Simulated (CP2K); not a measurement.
Input and output of a self-consistent single point for CsBr (Pm-3m, 2 atoms in the cell) (CP2K)

Level of theory: PBE, GPW, DZVP-MOLOPT-PBE-GTH basis, GTH-PBE potentials (POTENTIAL_UZH) in CP2K.

Input as run:

```
&GLOBAL
  PROJECT csbr
  RUN_TYPE ENERGY_FORCE
  PRINT_LEVEL MEDIUM
&END GLOBAL
&FORCE_EVAL
  METHOD Quickstep
  STRESS_TENSOR ANALYTICAL
  &DFT
    BASIS_SET_FILE_NAME BASIS_MOLOPT_UZH
    POTENTIAL_FILE_NAME POTENTIAL_UZH
    &QS
      METHOD GPW
      EPS_DEFAULT 1E-10
    &END QS
    &MGRID
      CUTOFF 500
      REL_CUTOFF 60
      NGRIDS 5
    &END MGRID
    &SCF
      SCF_GUESS ATOMIC
      EPS_SCF 1E-7
      MAX_SCF 100
      ADDED_MOS 4
      &DIAGONALIZATION
        ALGORITHM STANDARD
      &END DIAGONALIZATION
      &MIXING
        METHOD BROYDEN_MIXING
        ALPHA 0.2
        NBUFFER 8
        BETA 1.5
      &END MIXING
      &SMEAR ON
        METHOD FERMI_DIRAC
        ELECTRONIC_TEMPERATURE [K] 232.09
      &END SMEAR
    &END SCF
    &KPOINTS
      SCHEME MONKHORST-PACK 4 4 4
      GAMMA_CENTERED T
    &END KPOINTS
    &XC
      &XC_FUNCTIONAL PBE
      &END XC_FUNCTIONAL
    &END XC
    &PRINT
      &MO
        EIGENVALUES T
        OCCUPATION_NUMBERS T
        NDIGITS 8
        FILENAME mo
        &EACH
          QS_SCF 0
        &END EACH
        ADD_LAST NUMERIC
      &END MO
      &MULLIKEN ON
      &END MULLIKEN
    &END PRINT
  &END DFT
  &SUBSYS
    &CELL
      ABC 4.26855000 4.26855000 4.26855000
      ALPHA_BETA_GAMMA 90.00000000 90.00000000 90.00000000
      PERIODIC XYZ
    &END CELL
    &COORD
      SCALED
      Cs       0.00000000     0.00000000     0.00000000
      Br       0.50000000     0.50000000     0.50000000
    &END COORD
    &KIND Cs
      BASIS_SET DZVP-MOLOPT-PBE-GTH-q9
      POTENTIAL GTH-PBE-q9
    &END KIND
    &KIND Br
      BASIS_SET DZVP-MOLOPT-PBE-GTH-q7
      POTENTIAL GTH-PBE-q7
    &END KIND
  &END SUBSYS
  &PRINT
    &FORCES ON
    &END FORCES
    &STRESS_TENSOR ON
    &END STRESS_TENSOR
  &END PRINT
&END FORCE_EVAL
```

Output, abridged:

```
 GLOBAL| Method name                                                        CP2K
 GLOBAL| Project name                                                       csbr
 GLOBAL| Run type                                                   ENERGY_FORCE

 CELL| Volume [angstrom^3]:                                            77.775197
 CELL| Vector a [angstrom]:       4.269     0.000     0.000   |a| =     4.268550
 CELL| Vector b [angstrom]:       0.000     4.269     0.000   |b| =     4.268550
 CELL| Vector c [angstrom]:       0.000     0.000     4.269   |c| =     4.268550
 CELL| Angle (b,c), alpha [degree]:                                    90.000000
 CELL| Angle (a,c), beta  [degree]:                                    90.000000
 CELL| Angle (a,b), gamma [degree]:                                    90.000000
 CELL| Numerically orthorhombic:                                             YES
 CELL| Periodicity                                                           XYZ

 DFT| Spin restricted Kohn-Sham (RKS) calculation                            RKS
 DFT| Multiplicity                                                             1
 DFT| Number of spin states                                                    1
 DFT| Charge                                                                   0
 DFT| XC density smoothing                                                  NONE
 DFT| XC derivatives                                                          PW

 QS| Method:                                                                 GPW
 QS| Density plane wave grid type                        NON-SPHERICAL FULLSPACE
 QS| Number of grid levels:                                                    5
 QS| Density cutoff [a.u.]:                                                250.0
 QS| Multi grid cutoff [a.u.]: 1) grid level                               250.0
   [... lines left out ...]
 BRILLOUIN| Wavefunction type                                            COMPLEX
 BRILLOUIN| List of Kpoints [2 Pi/Bohr]                                       36
 BRILLOUIN| Number           Weight            X              Y              Z
 BRILLOUIN|     1           0.03125       -0.25000       -0.25000       -0.25000
 BRILLOUIN|     2           0.03125       -0.25000       -0.25000        0.00000
 BRILLOUIN|     3           0.03125       -0.25000       -0.25000        0.25000
   [... 33 lines left out ...]
 *******************************************************************************

 Extrapolation method: initial_guess

 Re-scaling the density matrix to get the right number of electrons
                  # Electrons              Trace(P)               Scaling factor
                           16                16.000                        1.000

 Number of electrons:                                                         16
 Number of occupied orbitals:                                                  8
 Number of molecular orbitals:                                                12

 Number of orbital functions:                                                 27
 Number of independent orbital functions:                                     27
 SCF WAVEFUNCTION OPTIMIZATION

  Step     Update method      Time    Convergence         Total energy    Change
     1 NoMix/Diag. 0.20E+00      -     1.64046290       -33.7220533276 -3.37E+01
     2 Broy./Diag. 0.20E+00      -     0.00562677       -33.3657414735  3.56E-01
     3 Broy./Diag. 0.20E+00      -     0.04866810       -33.5451551798 -1.79E-01
     4 Broy./Diag. 0.20E+00      -     0.00818446       -33.7187805338 -1.74E-01
     5 Broy./Diag. 0.20E+00      -     0.01858274       -33.7072480353  1.15E-02
     6 Broy./Diag. 0.20E+00      -     0.00297585       -33.6949437856  1.23E-02
     7 Broy./Diag. 0.20E+00      -     0.00533004       -33.6720473946  2.29E-02
   [... 7 lines left out ...]
    15 Broy./Diag. 0.20E+00      -     0.00000861       -33.6658726563  2.09E-05
    16 Broy./Diag. 0.20E+00      -     0.00000034       -33.6658689472  3.71E-06
    17 Broy./Diag. 0.20E+00      -     0.00000080       -33.6658688323  1.15E-07
    18 Broy./Diag. 0.20E+00      -     0.00000018       -33.6658693056 -4.73E-07
    19 Broy./Diag. 0.20E+00      -     0.00000005       -33.6658694683 -1.63E-07
  *** SCF run converged in    19 steps ***

  Electronic density on regular grids:        -16.0000000000       -0.0000000000
  Core density on regular grids:               15.9999999976       -0.0000000024
  Total charge density on r-space grids:       -0.0000000024
  Total charge density g-space grids:          -0.0000000024

  Overlap energy of the core charge distribution:               0.00000000000000
  Self energy of the core charge distribution:                -69.97887109563506
  Core Hamiltonian energy:                                     14.52175881924221
  Hartree energy:                                              27.66947665142030
  Exchange-correlation energy:                                 -5.87823384335334
  Electronic entropic energy:                                  -0.00000000000000
  Fermi energy:                                                 0.13756701142673

  Total energy:                                               -33.66586946832588
  Total energy (extrapolated to T->0):                        -33.66586946832588

                     Mulliken Population Analysis

 #  Atom  Element  Kind  Atomic population                           Net charge
       1     Cs       1          8.342370                              0.657630
       2     Br       2          7.657630                             -0.657630
 # Total charge                             16.000000                 -0.000000

 ENERGY| Total FORCE_EVAL ( QS ) energy [hartree]            -33.665868783031584

 FORCES| Atomic forces [hartree/bohr]
 FORCES|   Atom     x               y               z               |f|
 FORCES|      1 -2.03328267E-10 -2.03325205E-10 -2.03313851E-10   3.52164798E-10
 FORCES|      2 -1.01571942E-11 -1.01602828E-11 -1.01614804E-11   1.75970345E-11
 FORCES| Sum    -2.13485461E-10 -2.13485488E-10 -2.13475331E-10
 FORCES| Total atomic force                                       3.69761832E-10

 STRESS| Analytical stress tensor [bar]
 STRESS|                        x                   y                   z
 STRESS|      x        1.76790555378E+04  -6.21284421048E-05  -6.21281774942E-05
 STRESS|      y       -6.21284421048E-05   1.76790561428E+04  -6.21266223960E-05
 STRESS|      z       -6.21281774942E-05  -6.21266223960E-05   1.76790251640E+04
 STRESS| 1/3 Trace                                             1.76790456149E+04
```

The run converged in 19 iterations.

The starting cell has typed, rounded lattice constants, without a prior relaxation at this level. Its lattice was rescaled by up to half a per cent. Values carry the incompleteness of an atom-centred basis.
